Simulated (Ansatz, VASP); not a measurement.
S: VASP beside Ansatz

```
S
1.0
    -1.18184    1.18184    4.40157
     1.18184   -1.18184    4.40157
     1.18184    1.18184   -4.40157
S
1
Cartesian
  0.0000 0.0000 0.0000
```

Alike in both runs: functional PBE; k mesh 32 × 32 × 32; occupations gaussian, width 0.1 eV; no spin polarisation.

Ansatz relaxed the structure, and its values are those at the end. VASP's run is a single point on that final structure, the one shown.

|  | VASP | Ansatz |
| --- | --- | --- |
| version | VASP 6.6.1 | Ansatz 0.2.0 |
| potentials or method | VASP PAW PBE potentials, release 64 (S) | scalar-relativistic, plane waves, PAW |
| plane-wave cutoff (eV) | 520 | 420 |
| valence electrons in the cell | 6 | 6 |

VASP gave:

```
gap on the k mesh at the Fermi level (eV) : none
pressure (GPa)                            : -0.2
```

**Question.** Which values does Ansatz return?

**Answer.** gap on the k mesh at the Fermi level (eV): none; pressure (GPa): 0.0.

A gap of «none» marks a metal or a gap that the smearing closes. The functional is the same, so the differences come from potentials, cutoffs and numerics.
